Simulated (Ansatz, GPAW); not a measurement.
# Ballistic transport through an Al chain with one Cu atom in line, from relaxation to T(E)

How well does an Al chain with one Cu atom in line conduct once its atoms have relaxed, and how much do cheaper levels lose?

Method: Ansatz plane waves; relaxation of the junction with the lead ends held, in the first sound run; inputs show where later runs differ, in GPAW 26.7.0 and Ansatz 0.2.0.

**1. The starting structure**

The cell holds 15 atoms: 14 Al and 1 Cu. Cell: a = 9.000 Å, b = 9.000 Å, c = 35.848 Å, α = 90.0°, β = 90.0°, γ = 90.0°. Regions: left lead, 7 atoms (7 Al); channel, 1 atom (1 Cu); right lead, 7 atoms (7 Al). Vacuum lies along a and b. The structure is stacked along c, and the current runs across the ab planes.

Coordinates:

```cif
data_structure
_symmetry_space_group_name_H-M 'P 1'
_symmetry_Int_Tables_number 1
_cell_length_a 9.0000
_cell_length_b 9.0000
_cell_length_c 35.8478
_cell_angle_alpha 90.000
_cell_angle_beta 90.000
_cell_angle_gamma 90.000
_cell_volume 2903.67
loop_
_atom_site_label
_atom_site_type_symbol
_atom_site_fract_x
_atom_site_fract_y
_atom_site_fract_z
_atom_site_occupancy
Al1 Al 0.50000 0.50000 0.03347 1
Al2 Al 0.50000 0.50000 0.10042 1
Al3 Al 0.50000 0.50000 0.16737 1
Al4 Al 0.50000 0.50000 0.23432 1
Al5 Al 0.50000 0.50000 0.30127 1
Al6 Al 0.49523 0.49688 0.36855 1
Al7 Al 0.49825 0.50175 0.43585 1
Cu8 Cu 0.49519 0.50339 0.49950 1
Al9 Al 0.50698 0.50243 0.56438 1
Al10 Al 0.50067 0.50072 0.63205 1
Al11 Al 0.50000 0.50000 0.69873 1
Al12 Al 0.50000 0.50000 0.76568 1
Al13 Al 0.50000 0.50000 0.83263 1
Al14 Al 0.50000 0.50000 0.89958 1
Al15 Al 0.50000 0.50000 0.96653 1
```

**2. Relaxing the atoms**

Transmission follows bond lengths closely, so the atoms between the held lead ends are relaxed first, from a slightly shaken start that lets symmetry break.

input.yaml reads:

```yaml
crystal:
  lattice:
    - [9.0, 0.0, 0.0]
    - [0.0, 9.0, 0.0]
    - [0.0, 0.0, 35.8478]
  atoms:
    - { symbol: Al, position: [0.5, 0.5, 0.0334748576] }
    - { symbol: Al, position: [0.5, 0.5, 0.1004245728] }
    - { symbol: Al, position: [0.5, 0.5, 0.167374288] }
    - { symbol: Al, position: [0.5, 0.5, 0.2343240031] }
    - { symbol: Al, position: [0.5, 0.5, 0.3012737183] }
    - { symbol: Al, position: [0.4952304233, 0.4968781743, 0.3685531093] }
    - { symbol: Al, position: [0.4982530446, 0.501752054, 0.4358487748] }
    - { symbol: Cu, position: [0.4951882287, 0.5033902126, 0.4995015187] }
    - { symbol: Al, position: [0.5069802833, 0.5024289631, 0.5643757864] }
    - { symbol: Al, position: [0.500671626, 0.5007165931, 0.6320523308] }
    - { symbol: Al, position: [0.5, 0.5, 0.6987262817] }
    - { symbol: Al, position: [0.5, 0.5, 0.7656759969] }
    - { symbol: Al, position: [0.5, 0.5, 0.832625712] }
    - { symbol: Al, position: [0.5, 0.5, 0.8995754272] }
    - { symbol: Al, position: [0.5, 0.5, 0.9665251424] }
kpoints:
  mp_grid: { grid: [1, 1, 2] }
hamiltonian:
  xc: pbe
scf:
  occupations: { method: fermi_dirac, width: 0.1 }
relax:
  f_tol: 0.03
  max_steps: 80
  constraints: [{ sites: [0, 1, 2, 3, 4, 10, 11, 12, 13, 14] }]
```

Command:

```console
ansatz run input.yaml --threads 4 --pin off --max-ram 8192MiB --backend cpu --events-out ev --progress --plain --runs-dir out
```

Numbers of over 12 decimals in the logs are rounded to 6 here.

The program printed:

```text
Engine: ansatz 0.2.0, aarch64-unknown-linux-gnu
Pseudopotentials: kind: paw
Pseudopotential: Al, paw, valence charge 3, recommended cutoff 420 eV (normal), Al.paw.azcp
Pseudopotential: Cu, paw, valence charge 19, recommended cutoff 420 eV (normal), Cu.paw.azcp
Functional definition: PBE
  parameter kappa = 0.804
  parameter beta = 0.066725
  exchange = pbe_x(kappa = kappa, mu = beta*pi^2/3)
  correlation = pbe_c(beta = beta)
Crystal: 15 atoms, lattice volume = 2903.672 Å³
Basis set: ecut = 420 eV, 56731 PW (Γ), exchange–correlation on 128×128×480 points (8 copies of the dense FFT grid, shifted against one another)
Bands: 46, of which v1, the nominal top of the filled ones, is band 31 counted from 1 (30 counted from 0)
Symmetry: 1 space group operations
Space group: P1 (ITA 1), of the structure as read, at distance tolerance 1.4e-4 Å
k-points: 2
Non-local potential: Al, projectors of the file, l = 0: 2, l = 1: 2, l = 2: 1
Non-local potential: Cu, projectors of the file, l = 0: 3, l = 1: 2, l = 2: 3, l = 3: 1
PAW form: soft (Blöchl's): semilocal exchange-correlation on the pseudo side does not see the compensation charge
PAW one-centre angular grid: Al, 110 points (default); XC on 64 Gauss nodes
PAW one-centre angular grid: Cu, 590 points (default); XC on 64 Gauss nodes
Initial density: superposition of atomic densities (neutral atoms: chi_scale 0, normalization atom), corrected by the library's trained network
Initial wavefunctions: pseudopotential atomic-orbital guess
Functional: x = pbe(κ = 0.804, μ = 0.219515), c = pbe(β = 0.066725)
SCF iter   1: F=—  HF=-14122.679217 eV  |F-HF|=—  |Δ(HF+E_count)|=         —  Δρ=2.45e-3  dr2=3.24e0  ethr=1.77e-3  ⟨swp⟩=8.0  Hψ=479  notcnv=0
preconditioner: auto → LDOS  [metal: Δε(μ)=0.164 eV  Ē_g=4.003 eV  σ=0.100 eV  W_gap=0.35  n_scr=132 (ndim 8)  ℏωp=5.0 eV  f_vac=0.632  D(μ)=19.54/eV (n_scr^D=68)  β→1.0]
SCF iter   2: F=—  HF=-14122.560340 eV  |F-HF|=—  |Δ(HF+E_count)|=   1.19e-1  Δρ=1.10e-3  dr2=3.58e-1  ethr=1.77e-3  ⟨swp⟩=2.0  Hψ=112  notcnv=0
SCF iter   3: F=—  HF=-14122.564052 eV  |F-HF|=—  |Δ(HF+E_count)|=   3.71e-3  Δρ=1.37e-3  dr2=1.04e-1  ethr=5.87e-4  ⟨swp⟩=2.0  Hψ=146  notcnv=0
SCF iter   4: F=—  HF=-14122.564452 eV  |F-HF|=—  |Δ(HF+E_count)|=   4.00e-4  Δρ=1.59e-3  dr2=6.53e-2  ethr=1.71e-4  ⟨swp⟩=2.0  Hψ=135  notcnv=0
SCF iter   5: F=—  HF=-14122.555590 eV  |F-HF|=—  |Δ(HF+E_count)|=   8.86e-3  Δρ=2.89e-4  dr2=3.84e-3  ethr=1.07e-4  ⟨swp⟩=2.0  Hψ=120  notcnv=0
SCF iter   6: F=—  HF=-14122.555590 eV  |F-HF|=—  |Δ(HF+E_count)|=   4.76e-8  Δρ=7.76e-5  dr2=3.65e-4  ethr=6.29e-6  ⟨swp⟩=2.0  Hψ=102  notcnv=0
SCF iter   7: F=—  HF=-14122.555592 eV  |F-HF|=—  |Δ(HF+E_count)|=   1.80e-6  Δρ=2.75e-5  dr2=5.59e-5  ethr=5.99e-7  ⟨swp⟩=3.0  Hψ=172  notcnv=0
SCF iter   8: F=-14122.555585 eV  HF=-14122.555589 eV  |F-HF|=4.45e-6  |Δ(HF+E_count)|=   2.29e-6  Δρ=8.66e-6  dr2=7.65e-6  ethr=3.69e-8  ⟨swp⟩=5.0  Hψ=291  notcnv=0
SCF 1 converged in 8 iterations: F = -14122.555585 eV  dr2 = 7.65e-6
  greatest PAW one-centre occupation: 1.000 electrons in one spin orbital (limit 2), on the Cu atom at site 7 (counted from 0), in its partial waves of l = 0
relax step   1: F+E_penalty+E_count = -14122.55558503 eV  Δ(F+E_penalty+E_count) = +0.000e0 eV  max|allowed force component| = 5.936e-1 eV/Å  Δτ_max = 0.0000 Å  (8 SCF iters, dr2 threshold 2.25e-5 eV, accepted)
Initial density: handed on by an earlier stage of this run
Initial wavefunctions: those handed on with the density
iter 1 solved again at ethr=1.42e-4 eV; its pass at ethr=3.10e-3 eV (dr2=8.64e-2 eV) is discarded
SCF iter   1: F=—  HF=-14122.578483 eV  |F-HF|=—  |Δ(HF+E_count)|=         —  Δρ=4.52e-4  dr2=8.49e-2  ethr=1.42e-4  ⟨swp⟩=1.0  Hψ=250  notcnv=0
preconditioner: auto → LDOS  [metal: Δε(μ)=0.077 eV  Ē_g=3.980 eV  σ=0.100 eV  W_gap=0.19  n_scr=132 (ndim 8)  ℏωp=5.0 eV  f_vac=0.621  D(μ)=21.20/eV (n_scr^D=84)  β→1.0]
SCF iter   2: F=—  HF=-14122.574181 eV  |F-HF|=—  |Δ(HF+E_count)|=   4.30e-3  Δρ=1.66e-4  dr2=6.62e-3  ethr=1.39e-4  ⟨swp⟩=1.0  Hψ=92  notcnv=0
SCF iter   3: F=—  HF=-14122.574074 eV  |F-HF|=—  |Δ(HF+E_count)|=   1.07e-4  Δρ=1.11e-4  dr2=1.49e-3  ethr=1.08e-5  ⟨swp⟩=1.0  Hψ=92  notcnv=0
SCF iter   4: F=—  HF=-14122.574157 eV  |F-HF|=—  |Δ(HF+E_count)|=   8.28e-5  Δρ=1.88e-4  dr2=8.59e-4  ethr=2.44e-6  ⟨swp⟩=2.0  Hψ=109  notcnv=0
SCF iter   5: F=—  HF=-14122.574016 eV  |F-HF|=—  |Δ(HF+E_count)|=   1.41e-4  Δρ=2.27e-5  dr2=3.36e-5  ethr=1.41e-6  ⟨swp⟩=2.0  Hψ=109  notcnv=0
SCF iter   6: F=-14122.574022 eV  HF=-14122.574023 eV  |F-HF|=1.19e-6  |Δ(HF+E_count)|=   7.13e-6  Δρ=6.17e-6  dr2=3.70e-6  ethr=3.61e-8  ⟨swp⟩=5.0  Hψ=279  notcnv=0
SCF 2 converged in 6 iterations: F = -14122.574022 eV  dr2 = 3.70e-6
relax step   2: F+E_penalty+E_count = -14122.57402174 eV  Δ(F+E_penalty+E_count) = -1.844e-2 eV  max|allowed force component| = 1.435e-1 eV/Å  Δτ_max = 0.0344 Å  (6 SCF iters, dr2 threshold 2.20e-5 eV, accepted)
iter 1 solved again at ethr=4.73e-4 eV; its pass at ethr=3.10e-3 eV (dr2=2.89e-1 eV) is discarded
SCF iter   1: F=—  HF=-14122.605115 eV  |F-HF|=—  |Δ(HF+E_count)|=         —  Δρ=1.87e-3  dr2=1.34e-1  ethr=4.73e-4  ⟨swp⟩=1.0  Hψ=337  notcnv=0
eigensolver tolerance schedule: the retry pair's looser diagonalisation over-reported the residual by 1.16 of it (diagonalisation noise at 0.26 of the residual, at the tolerance the schedule requests for it); recorded, not acted on — ethr = c·dr2/N_el stays at c = 1.0e-1
preconditioner: auto → LDOS  [metal: Δε(μ)=0.083 eV  Ē_g=3.973 eV  σ=0.100 eV  W_gap=0.20  n_scr=132 (ndim 8)  ℏωp=5.0 eV  f_vac=0.621  D(μ)=21.53/eV (n_scr^D=84)  β→1.0]
SCF iter   2: F=—  HF=-14122.598134 eV  |F-HF|=—  |Δ(HF+E_count)|=   6.98e-3  Δρ=1.88e-3  dr2=7.55e-2  ethr=2.19e-4  ⟨swp⟩=2.0  Hψ=180  notcnv=0
SCF iter   3: F=—  HF=-14122.604577 eV  |F-HF|=—  |Δ(HF+E_count)|=   6.44e-3  Δρ=2.44e-3  dr2=1.09e-1  ethr=1.24e-4  ⟨swp⟩=2.0  Hψ=197  notcnv=0
SCF iter   4: F=—  HF=-14122.586295 eV  |F-HF|=—  |Δ(HF+E_count)|=   1.83e-2  Δρ=7.35e-4  dr2=1.04e-2  ethr=1.24e-4  ⟨swp⟩=2.0  Hψ=108  notcnv=0
SCF iter   5: F=—  HF=-14122.584630 eV  |F-HF|=—  |Δ(HF+E_count)|=   1.67e-3  Δρ=1.82e-4  dr2=6.74e-4  ethr=1.71e-5  ⟨swp⟩=2.0  Hψ=120  notcnv=0
SCF iter   6: F=—  HF=-14122.584583 eV  |F-HF|=—  |Δ(HF+E_count)|=   4.68e-5  Δρ=1.76e-5  dr2=2.62e-5  ethr=1.11e-6  ⟨swp⟩=2.0  Hψ=109  notcnv=0
SCF iter   7: F=—  HF=-14122.584587 eV  |F-HF|=—  |Δ(HF+E_count)|=   4.32e-6  Δρ=1.26e-5  dr2=6.64e-6  ethr=4.30e-8  ⟨swp⟩=3.0  Hψ=152  notcnv=0
SCF iter   8: F=-14122.584587 eV  HF=-14122.584587 eV  |F-HF|=3.59e-7  |Δ(HF+E_count)|=   1.94e-7  Δρ=3.20e-6  dr2=6.88e-7  ethr=2.11e-9  ⟨swp⟩=3.5  Hψ=351  notcnv=0
SCF 3 converged in 8 iterations: F = -14122.584587 eV  dr2 = 6.88e-7
relax step   3: F+E_penalty+E_count = -14122.58458668 eV  Δ(F+E_penalty+E_count) = -1.056e-2 eV  max|allowed force component| = 2.380e-1 eV/Å  Δτ_max = 0.2000 Å  (8 SCF iters, dr2 threshold 1.29e-6 eV, accepted)
[... from here on, the SCF cycles and remarks between the steps are left out ...]
relax step   4: F+E_penalty+E_count = -14122.62002212 eV  Δ(F+E_penalty+E_count) = -3.544e-2 eV  max|allowed force component| = 3.120e-1 eV/Å  Δτ_max = 0.2000 Å  (10 SCF iters, dr2 threshold 3.54e-6 eV, accepted)
relax step   5: F+E_penalty+E_count = -14122.66445634 eV  Δ(F+E_penalty+E_count) = -4.443e-2 eV  max|allowed force component| = 2.293e-1 eV/Å  Δτ_max = 0.1965 Å  (7 SCF iters, dr2 threshold 9.73e-5 eV, accepted)
relax step   6: F+E_penalty+E_count = -14122.70776606 eV  Δ(F+E_penalty+E_count) = -4.331e-2 eV  max|allowed force component| = 9.564e-2 eV/Å  Δτ_max = 0.1951 Å  (7 SCF iters, dr2 threshold 2.84e-5 eV, accepted)
relax step   7: F+E_penalty+E_count = -14122.72002821 eV  Δ(F+E_penalty+E_count) = -1.226e-2 eV  max|allowed force component| = 1.599e-2 eV/Å  Δτ_max = 0.1944 Å  (8 SCF iters, dr2 threshold 1.59e-6 eV, accepted)
relax step   8: F+E_penalty+E_count = -14122.72002936 eV  Δ(F+E_penalty+E_count) = -1.149e-6 eV  max|allowed force component| = 1.570e-2 eV/Å  Δτ_max = 0.0000 Å  (5 SCF iters, accepted)
relax step   9: F+E_penalty+E_count = -14122.72342747 eV  Δ(F+E_penalty+E_count) = -3.398e-3 eV  max|allowed force component| = 2.914e-2 eV/Å  Δτ_max = 0.1301 Å  (9 SCF iters, accepted)
relax step  10: F+E_penalty+E_count = -14122.72493510 eV  Δ(F+E_penalty+E_count) = -1.508e-3 eV  max|allowed force component| = 2.579e-2 eV/Å  Δτ_max = 0.1999 Å  (10 SCF iters, accepted)
SCF iter   1: F=—  HF=-14122.731763 eV  |F-HF|=—  |Δ(HF+E_count)|=         —  Δρ=9.40e-4  dr2=3.60e-2  ethr=2.03e-4  ⟨swp⟩=3.0  Hψ=204  notcnv=0
preconditioner: auto → LDOS  [metal: Δε(μ)=0.118 eV  Ē_g=3.915 eV  σ=0.100 eV  W_gap=0.28  n_scr=132 (ndim 8)  ℏωp=5.0 eV  f_vac=0.617  D(μ)=20.91/eV (n_scr^D=84)  β→1.0]
SCF iter   2: F=—  HF=-14122.730066 eV  |F-HF|=—  |Δ(HF+E_count)|=   1.70e-3  Δρ=9.53e-4  dr2=1.87e-2  ethr=5.91e-5  ⟨swp⟩=2.0  Hψ=151  notcnv=0
SCF iter   3: F=—  HF=-14122.733257 eV  |F-HF|=—  |Δ(HF+E_count)|=   3.19e-3  Δρ=1.40e-3  dr2=3.64e-2  ethr=3.06e-5  ⟨swp⟩=2.0  Hψ=138  notcnv=0
SCF iter   4: F=—  HF=-14122.726735 eV  |F-HF|=—  |Δ(HF+E_count)|=   6.52e-3  Δρ=3.43e-4  dr2=2.32e-3  ethr=3.06e-5  ⟨swp⟩=2.0  Hψ=122  notcnv=0
SCF iter   5: F=—  HF=-14122.726348 eV  |F-HF|=—  |Δ(HF+E_count)|=   3.87e-4  Δρ=5.75e-5  dr2=9.96e-5  ethr=3.80e-6  ⟨swp⟩=2.0  Hψ=104  notcnv=0
SCF iter   6: F=—  HF=-14122.726238 eV  |F-HF|=—  |Δ(HF+E_count)|=   1.10e-4  Δρ=9.62e-6  dr2=8.42e-6  ethr=1.63e-7  ⟨swp⟩=3.0  Hψ=169  notcnv=0
SCF iter   7: F=—  HF=-14122.726239 eV  |F-HF|=—  |Δ(HF+E_count)|=   1.06e-6  Δρ=4.41e-6  dr2=1.67e-6  ethr=1.38e-8  ⟨swp⟩=2.5  Hψ=129  notcnv=0
SCF iter   8: F=—  HF=-14122.726239 eV  |F-HF|=—  |Δ(HF+E_count)|=   4.84e-8  Δρ=2.61e-6  dr2=2.51e-7  ethr=2.73e-9  ⟨swp⟩=2.5  Hψ=130  notcnv=0
SCF iter   9: F=-14122.726239 eV  HF=-14122.726239 eV  |F-HF|=1.31e-8  |Δ(HF+E_count)|=   2.49e-9  Δρ=5.25e-7  dr2=2.51e-8  ethr=1.64e-10  ⟨swp⟩=5.0  Hψ=315  notcnv=0
SCF 11 converged in 9 iterations: F = -14122.726239 eV  dr2 = 2.51e-8
relax step  11: F+E_penalty+E_count = -14122.72623888 eV  Δ(F+E_penalty+E_count) = -1.304e-3 eV  max|allowed force component| = 1.959e-2 eV/Å  Δτ_max = 0.0658 Å  (9 SCF iters, accepted)
SCF converged after 9 iterations
Free energy (F): -14122.726239 eV
Harris-Foulkes:  -14122.726239 eV  (|F-HF|=1.31e-8)
Internal energy: -14122.037604 eV  (E = F + TS)
E sigma→0 (E₀):  -14122.381921 eV
Entropy (-TS):   -0.688635 eV (-45.909 meV/atom)
Fermi energy:    -2.979852 eV
--- Per-component energies (eV) ---
  E_band       = -973.041325
  E_kinetic    = 565.302275
  E_local      = -11531.958510  (includes V_loc(G=0)·N_el)
  E_nonlocal   = 553.926425
  E_hartree    = 5207.065408
  E_xc         = -601.401065
  E_vxc        = -459.870052  (∫ρ·V_xc dr)
  E_paw        = -8212.126272  (= ΣΔE_a)
  E_vpaw       = -514.571021  (= ΣTr[D̂ρ^β])
  E_aug_tail   = 0.000254  (compensation charges beyond the density's cutoff)
  E_ewald      = -102.846120
  E_smearing   = -0.688635  (= −TS)
  E_closure    = -0.000000  (closes the sum)
  Σ components = -14122.726239   (vs F -14122.726239, Δ=0.00e0)
--- Forces (eV/Å), atoms counted from 1 ---
  atom   1  Al     0.00355384     0.00376375    -0.00188857
  atom   2  Al    -0.02251247    -0.02411091    -0.01882136
  atom   3  Al     0.06549453     0.06984762    -0.08582287
  atom   4  Al    -0.09663389    -0.10254721    -0.16508832
  atom   5  Al     0.04957152     0.05129571     0.70300248
  atom   6  Al     0.00510426     0.00591788     0.01373516
  atom   7  Al    -0.00376179    -0.00422210    -0.01959467
  atom   8  Cu     0.00233384     0.00377410     0.00618123
  atom   9  Al    -0.00919928    -0.00894739     0.00035443
  atom  10  Al     0.00784366     0.00819060    -0.00022372
  atom  11  Al     0.04809404     0.04912443    -0.71411099
  atom  12  Al    -0.09683692    -0.10156595     0.17242476
  atom  13  Al     0.06623051     0.06983560     0.08785403
  atom  14  Al    -0.02287404    -0.02431550     0.01922736
  atom  15  Al     0.00361086     0.00397112     0.00279911
  max |Σ_I F_I| component: 2.81e-5 eV/Å
--- Relaxed structure (11 steps of the walk, 11 accepted, 0 SCFs on fresh bases) ---
  F+E_penalty+E_count = -14122.72623888 eV   max|allowed force component| = 1.959e-2 eV/Å
  atoms:
    - { symbol: Al, position: [0.5, 0.5, 0.033475] }
    - { symbol: Al, position: [0.5, 0.5, 0.100425] }
    - { symbol: Al, position: [0.5, 0.5, 0.167374288] }
    - { symbol: Al, position: [0.5, 0.5, 0.2343240031] }
    - { symbol: Al, position: [0.5, 0.5, 0.3012737183] }
    - { symbol: Al, position: [0.427048, 0.421876, 0.365460] }
    - { symbol: Al, position: [0.492593, 0.490186, 0.433489] }
    - { symbol: Cu, position: [0.501986, 0.499345, 0.500192] }
    - { symbol: Al, position: [0.493815, 0.491326, 0.566971] }
    - { symbol: Al, position: [0.425607, 0.421116, 0.634662] }
    - { symbol: Al, position: [0.5, 0.5, 0.6987262817] }
    - { symbol: Al, position: [0.5, 0.5, 0.7656759969] }
    - { symbol: Al, position: [0.5, 0.5, 0.832625712] }
    - { symbol: Al, position: [0.5, 0.5, 0.899575] }
    - { symbol: Al, position: [0.5, 0.5, 0.9665251424] }
```

The job ended after 54 s (4 threads of Arm Neoverse V1, shared host; peak memory 2.3 GiB; 3.5 min of CPU time).

Step by step:

```tsv
step	energy less that of the first step (eV)	largest force component (eV/Å)
1	0.0000	0.5936
2	-0.0184	0.1435
3	-0.0290	0.2380
4	-0.0644	0.3120
5	-0.1089	0.2293
6	-0.1522	0.0956
7	-0.1644	0.0160
8	-0.1644	0.0157
9	-0.1678	0.0291
10	-0.1694	0.0258
11	-0.1707	0.0196
```

The atoms that moved most (Å):

```tsv
atom	dx	dy	dz	length
Al10	-0.676	-0.716	0.094	0.989
Al6	-0.614	-0.675	-0.111	0.919
Al9	-0.118	-0.100	0.093	0.181
Al7	-0.051	-0.104	-0.085	0.143
Cu8	0.061	-0.036	0.025	0.075
```

Final coordinates:

```cif
data_structure
_symmetry_space_group_name_H-M 'P 1'
_symmetry_Int_Tables_number 1
_cell_length_a 9.0000
_cell_length_b 9.0000
_cell_length_c 35.8478
_cell_angle_alpha 90.000
_cell_angle_beta 90.000
_cell_angle_gamma 90.000
_cell_volume 2903.67
loop_
_atom_site_label
_atom_site_type_symbol
_atom_site_fract_x
_atom_site_fract_y
_atom_site_fract_z
_atom_site_occupancy
Al1 Al 0.50000 0.50000 0.03347 1
Al2 Al 0.50000 0.50000 0.10042 1
Al3 Al 0.50000 0.50000 0.16737 1
Al4 Al 0.50000 0.50000 0.23432 1
Al5 Al 0.50000 0.50000 0.30127 1
Al6 Al 0.42705 0.42188 0.36546 1
Al7 Al 0.49259 0.49019 0.43349 1
Cu8 Cu 0.50199 0.49935 0.50019 1
Al9 Al 0.49381 0.49133 0.56697 1
Al10 Al 0.42561 0.42112 0.63466 1
Al11 Al 0.50000 0.50000 0.69873 1
Al12 Al 0.50000 0.50000 0.76568 1
Al13 Al 0.50000 0.50000 0.83263 1
Al14 Al 0.50000 0.50000 0.89958 1
Al15 Al 0.50000 0.50000 0.96653 1
```

This step gave:

* free energy: -14122.7262 eV
* smearing term TS: 0.6886 eV
* symmetry operations: 1

The relaxation lowered the energy of the cell by 0.171 eV.

[end of part 1 of 4]

[Logs are printed without paths, hosts, clocks, repeated set-up lines and the standing remarks that a program may print on its own settings, such as how far it seeks lower states.]

[Hosts, paths, dates, database ids (printed as entryN), source tags and the programs' standing remarks are cut or masked in the printed files.]
